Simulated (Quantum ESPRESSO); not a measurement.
**TePb under changes of volume**

One of the cells (33.730 Å³/atom); the others are scaled copies at fixed shape and fractional positions:

```xyz
2
Lattice="0.0000 3.2310 3.2310 3.2310 0.0000 3.2310 3.2310 3.2310 0.0000" Properties=species:S:1:pos:R:3 pbc="T T T"
Pb    0.0000    0.0000    0.0000
Te    3.2310    3.2310    3.2310
```

- Program: Quantum ESPRESSO 7.5
- Functional: PBEsol
- Potentials or basis: PseudoDojo 0.4.1 SR PBEsol standard
- Cutoff: 1088 eV
- Density cutoff: 4354 eV
- k mesh: 7 × 7 × 7
- Occupations: fermi-dirac, width 0.05 eV
- Spin: no spin polarisation

```csv
volume (Å³/atom),energy over the lowest point (meV/atom),pressure (GPa)
31.706,13.55,2.7
32.380,4.64,1.5
33.055,0.29,0.5
33.730,0.00,-0.4
34.404,3.36,-1.2
35.079,9.97,-1.9
35.753,?,?
```

**Question.** What does the run at 35.753 Å³/atom give?

**Answer.** Energy over the lowest point 19.50 meV/atom; pressure -2.6 GPa.

Worked out: A Birch-Murnaghan fit of order 3 (a polynomial in V^(-2/3)) to the other rows has its minimum at 33.44 Å³/atom with B0 = V·E''(V) = 45 GPa and B' = 4.6. It gives 19.48 meV/atom at 35.753 Å³/atom, against the run's 19.50, and -dE/dV = -2.6 GPa, against -2.6.

Energies are extrapolated to zero smearing.
